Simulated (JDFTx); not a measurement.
GaP:

```
Ga P
1.0
     0.00000    2.72525    2.72525
     2.72525    0.00000    2.72525
     2.72525    2.72525    0.00000
Ga P
1 1
Direct
  0.00000 0.00000 0.00000
  0.75000 0.75000 0.75000
```

Program: JDFTx 1.7.0 (patched build). Alike in all runs: task single point; no spin polarisation; cell as given; k mesh 8 × 8 × 8; cutoff (eV) 1088; smearing fermi-dirac 0.05 eV.

Order these runs on this cell by their pressure, lowest first.
A. level LDA; potentials or basis PseudoDojo-SR-LDA-0.4.1-standard
B. level PBEsol; potentials or basis PseudoDojo-SR-PBEsol-0.4.1-standard
C. level PBE; potentials or basis PseudoDojo-SR-PBE-0.5-standard

A (-2.9 GPa), B (-0.5 GPa), C (2.6 GPa).

Caveats: the empty levels aren't tightly converged.
